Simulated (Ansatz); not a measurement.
# GaSb (F-43m) in Ansatz: further runs

Runs on GaSb. Level: PBE. Tasks: single point.

Program: Ansatz 0.2.0. These are calculated values, not measurements. Logs are shortened: lines on timing, memory, paths and dates and some standing lists are left out, and cuts for length are marked.

**What was measured.**

From a printed reference work, data compilation, for a bulk crystal of GaSb at 4.2 K: band gap 0.811 eV (direct).

The runs below are set against these values where they give the same quantity.

## (1) The crystal as given

It takes space group F-43m (No. 216, cubic). Conventional cell: a = 6.118 Å, b = 6.118 Å, c = 6.118 Å, α = 90.00°, β = 90.00°, γ = 90.00°. Sb (site symmetry -43m) is surrounded by 4 Ga at 2.65 Å. Ga (site symmetry -43m) is surrounded by 4 Sb at 2.65 Å.

## (2) Single point, PBE

The input, input.yaml:

```yaml
crystal:
  lattice:
    - [0.0, 3.059, 3.059]
    - [3.059, 0.0, 3.059]
    - [3.059, 3.059, 0.0]
  atoms:
    - { symbol: Sb, position: [0.75, 0.75, 0.75] }
    - { symbol: Ga, position: [0.0, 0.0, 0.0] }
kpoints:
  mp_grid: { grid: [4, 4, 4] }
scf:
  occupations: { method: fermi_dirac, width: 0.02 }
hamiltonian:
  xc: pbe
  pseudopotentials: { kind: all_electron, lapw: { basis_error: 0.003 } }
output:
  forces: true
  stress: true
  eigenvalues: true
```

Potentials or basis: all-electron LAPW, scalar-relativistic.

Started as:

```
$ ansatz run input.yaml --threads 1 --pin off --max-ram 3072MiB --backend cpu --events-out ev --progress --plain --runs-dir out
```

Output:

```text
Warning: RAYON_NUM_THREADS=1 ignored (pool sized by the plan → 1); use --threads N
LAPW: plane waves up to 8.012 Å⁻¹, error target 3.0e-3 eV per atom; small_component_spin mean_spin; Ga in spheres of 1.298 Å, 21 of its electrons in bands, Dirac shells []; Sb in spheres of 1.351 Å, 23 of its electrons in bands, Dirac shells [] (how accurate: hamiltonian.pseudopotentials.lapw.basis_error, Limitations)
Engine: ansatz 0.2.0, aarch64-unknown-linux-gnu
Pseudopotentials: kind: all_electron
Pseudopotential: Sb, LAPW, valence charge 23, lapw/all_electron/scalar/gaussian/Sb, Koelling and Harmon's equation, gaussian nucleus
Pseudopotential: Ga, LAPW, valence charge 21, lapw/all_electron/scalar/gaussian/Ga, Koelling and Harmon's equation, gaussian nucleus
Functional definition: PBE
  parameter kappa = 0.804
  parameter beta = 0.06672455060314922
  exchange = pbe_x(kappa = kappa, mu = beta*pi^2/3)
  correlation = pbe_c(beta = beta)
Crystal: 2 atoms, lattice volume = 57.249 Å³
Basis set: ecut = 244.5429884381946 eV, 531 PW (Γ), exchange–correlation at level 2
Bands: 27, of which v1, the nominal top of the filled ones, is band 22 counted from 1 (21 counted from 0)
Symmetry: 24 space group operations
Space group: F-43m (ITA 216), of the structure as read, at distance tolerance 3.9e-5 Å
k-points: 8 of 64 (time reversal used)
Non-local potential: Sb, projectors of the file, none
Non-local potential: Ga, projectors of the file, none
Initial density: superposition of atomic densities (chi_scale 0.1, normalization cell, long waves kept (reshape's long-wave potential 0.00 eV rms))
Initial wavefunctions: plane waves of lowest kinetic energy (no species holds an atomic orbital)
Functional: x = pbe(κ = 0.804, μ = 0.2195149727645171), c = pbe(β = 0.06672455060314922)
iter 1 solved again at ethr=8.06e-4 eV; its pass at ethr=1.00e-1 eV (dr2=3.55e-1 eV) is discarded
SCF iter   1: F=—  HF=-229268.218748 eV  |F-HF|=—  |Δ(HF+E_count)|=         —  Δρ=2.25e-2  dr2=3.56e-1  ethr=8.06e-4  ⟨swp⟩=2.4  Hψ=1387  notcnv=0
preconditioner: auto → none  [insulator: Δε(μ)=0.085 eV  Ē_g=15.098 eV  σ=0.020 eV  W_gap=0.76  n_scr=14 (ndim 8)  ℏωp=20.8 eV  f_vac=0.121  D(μ)=0.49/eV (n_scr^D=0)  ε∞_Penn≈2.9]
SCF iter   2: F=—  HF=-229268.162108 eV  |F-HF|=—  |Δ(HF+E_count)|=   5.66e-2  Δρ=1.01e-2  dr2=7.07e-2  ethr=8.06e-4  ⟨swp⟩=2.0  Hψ=640  notcnv=0
preconditioner: auto → LDOS  [insulator: Δε(μ)=0.391 eV  Ē_g=15.479 eV  σ=0.020 eV  W_gap=0.73  n_scr=14 (ndim 8)  ℏωp=20.8 eV  f_vac=0.164  D(μ)=1.17/eV (n_scr^D=8)  ε∞_Penn≈2.8  β→1.0]
iter 3 solved again at ethr=3.79e-6 eV; its pass at ethr=1.61e-4 eV (dr2=1.67e-3 eV) is discarded
SCF iter   3: F=—  HF=-229268.173796 eV  |F-HF|=—  |Δ(HF+E_count)|=   1.17e-2  Δρ=1.81e-3  dr2=1.66e-3  ethr=3.79e-6  ⟨swp⟩=2.0  Hψ=1087  notcnv=0
SCF iter   4: F=—  HF=-229268.154080 eV  |F-HF|=—  |Δ(HF+E_count)|=   1.97e-2  Δρ=9.84e-4  dr2=8.58e-4  ethr=3.78e-6  ⟨swp⟩=3.0  Hψ=681  notcnv=0
SCF iter   5: F=—  HF=-229268.153470 eV  |F-HF|=—  |Δ(HF+E_count)|=         —  Δρ=1.99e-4  dr2=1.88e-5  ethr=1.95e-6  ⟨swp⟩=2.2  Hψ=610  notcnv=0
the basis was enlarged: its passes take 44.1 KiB over the memory plan, 1 of 1 planned eigensolver slots
SCF iter   6: F=—  HF=-229268.153482 eV  |F-HF|=—  |Δ(HF+E_count)|=   1.17e-5  Δρ=1.87e-5  dr2=1.61e-7  ethr=4.27e-8  ⟨swp⟩=3.0  Hψ=633  notcnv=0
SCF iter   7: F=-229268.153482 eV  HF=-229268.153482 eV  |F-HF|=3.74e-8  |Δ(HF+E_count)|=   1.47e-7  Δρ=3.16e-6  dr2=4.93e-9  ethr=3.65e-10  ⟨swp⟩=3.0  Hψ=634  notcnv=0
SCF 1 converged in 7 iterations: F = -229268.153482 eV  dr2 = 4.93e-9
SCF converged after 7 iterations
Free energy (F): -229268.153482 eV
Harris-Foulkes:  -229268.153482 eV  (|F-HF|=3.74e-8)
Internal energy: -229268.152217 eV  (E = F + TS)
E sigma→0 (E₀):  -229268.152850 eV
Entropy (-TS):   -0.001265 eV (-0.632 meV/atom)
Fermi energy:    9.851495 eV
--- Per-component energies (eV) ---
  E_band       = -1769.161966
  E_kinetic    = 239813.867421
  E_xc         = -6703.854338
  E_electrostatic = -462378.165300  (all electrons and nuclei)
  E_smearing   = -0.001265  (= −TS)
  E_closure    = 0.000000  (closes the sum)
  E_atoms      = -229261.009040  (free atoms, spherical and without spin; not in F)
  Σ components = -229268.153482   (vs F -229268.153482, Δ=0.00e0)
  Basis errors (estimates in eV, not in F): energy 1.3e-3 per atom: plane waves 1.1e-3 (6.8e-4 summed), levels above the bands 1.3e-165, relativity 8.8e-8, radial functions 1.3e-4, core shells 4.5e-8; eigenvalues (radial functions only) 3.6e-6; not estimated: angular momenta, meshes, grids; target (lapw.basis_error) 3.0e-3; muffin-tin radii Ga 1.298 Å, Sb 1.351 Å
--- Forces (eV/Å), atoms counted from 1 ---
  atom   1  Sb    -0.00000000     0.00000000    -0.00000000
  atom   2  Ga     0.00000000    -0.00000000    -0.00000000
  max |Σ_I F_I| component: 2.31e-17 eV/Å
--- Stress (GPa, compression-positive) ---
        2.800526      -0.000000      -0.000000
       -0.000000       2.800526       0.000000
       -0.000000       0.000000       2.800526
  P = ⅓ Tr σ = 2.8005 GPa (28.005 kbar)
--- Band table (eV; the first three rows and the last of 8) ---
  k-point 0: bands = ["-134.0985", "-134.0789", "-87.0679", "-87.0679", "-87.0679", "-84.8087", "-84.8087", "-84.8087", "-18.9001", "-18.9001", "-18.9001", "-18.8811", "-18.8811", "-5.2055", "-5.2055", "-5.2055", "-5.1574", "-5.1574", "-1.6586", "9.8187", "9.8187", "9.8187", "9.8525", "12.5852", "12.5852", "12.5852", "15.6467"]
  k-point 1: bands = ["-134.0985", "-134.0789", "-87.0679", "-87.0679", "-87.0679", "-84.8087", "-84.8087", "-84.8087", "-18.8998", "-18.8987", "-18.8987", "-18.8807", "-18.8807", "-5.2198", "-5.1994", "-5.1994", "-5.1579", "-5.1579", "-1.0421", "5.7916", "9.1151", "9.1151", "10.6226", "13.4527", "13.4527", "15.0280", "17.0324"]
  k-point 2: bands = ["-134.0985", "-134.0790", "-87.0679", "-87.0679", "-87.0679", "-84.8087", "-84.8087", "-84.8087", "-18.8995", "-18.8974", "-18.8974", "-18.8802", "-18.8802", "-5.2336", "-5.1944", "-5.1944", "-5.1573", "-5.1573", "-0.0303", "3.4512", "8.6621", "8.6621", "10.2200", "13.5638", "13.5638", "16.3019", "19.2117"]
  k-point 7: bands = ["-134.0984", "-134.0790", "-87.0679", "-87.0679", "-87.0678", "-84.8087", "-84.8087", "-84.8087", "-18.8995", "-18.8978", "-18.8941", "-18.8816", "-18.8791", "-5.2450", "-5.1870", "-5.1824", "-5.1631", "-5.1581", "0.8438", "3.1374", "6.4691", "6.6880", "13.4997", "14.1501", "14.2235", "14.5839", "19.7754"]
```

Wall time 5 s (1 thread of Arm Neoverse V1, shared host); peak memory 0.24 GiB.

What came out:

* Free energy: -229268.1535 eV
* Pressure: 2.8 GPa
* Band gap on the k mesh: 0.03 eV, direct

Caveat: the k mesh is coarse (spacing up to 0.44 Å⁻¹), so the values aren't converged; spin-orbit coupling is left out, which moves the levels of the heavy elements.

## (3) Single point, PBE

The input, input.yaml:

```yaml
crystal:
  lattice:
    - [0.0, 3.059, 3.059]
    - [3.059, 0.0, 3.059]
    - [3.059, 3.059, 0.0]
  atoms:
    - { symbol: Sb, position: [0.75, 0.75, 0.75] }
    - { symbol: Ga, position: [0.0, 0.0, 0.0] }
kpoints:
  mp_grid: { grid: [8, 8, 8] }
scf:
  occupations: { method: gaussian, width: 0.05 }
hamiltonian:
  xc: pbe
  pseudopotentials: { kind: all_electron, lapw: { basis_error: 0.001 } }
output:
  forces: true
  stress: true
  eigenvalues: true
```

Potentials or basis: all-electron LAPW, scalar-relativistic.

Started as:

```
$ ansatz run input.yaml --threads 1 --pin off --max-ram 3072MiB --backend cpu --events-out ev --progress --plain --runs-dir out
```

Wall time 17 s (1 thread of Arm Neoverse V1, shared host); peak memory 0.3 GiB.

The run converged. Its results:

```yaml
Free_energy: -229268.3440 eV
Pressure: 2.3 GPa
Band_gap_on_the_k_mesh: 0.04 eV, direct
```

Levels at points of the mesh, in eV from the valence-band top:
| k point | band 20 | band 21 | band 22 | band 23 | band 24 | band 25 |
| --- | --- | --- | --- | --- | --- | --- |
| (0.00, 0.00, 0.00) | 0.00 | 0.00 | 0.00 | 0.04 | 2.79 | 2.79 |
| (0.00, 0.00, -0.50) | -6.36 | -1.15 | -1.15 | 0.41 | 3.76 | 3.76 |
| (0.00, -0.50, -0.50) | -6.80 | -2.57 | -2.57 | 0.92 | 1.26 | 8.72 |

Caveat: spin-orbit coupling is left out, which moves the levels of the heavy elements.

## (4) How close it comes

Step 3. Measured gap of GaSb: 0.811 eV (direct; 4.2 K; a printed reference work, data compilation). This calculation gives 0.04 eV (-0.77 eV). Spin-orbit coupling on Ga, Sb is left out. The value is that of PBE on a finite k mesh, which can miss the band edges, without temperature or zero-point motion. Semilocal functionals fall short of measured gaps as a rule.
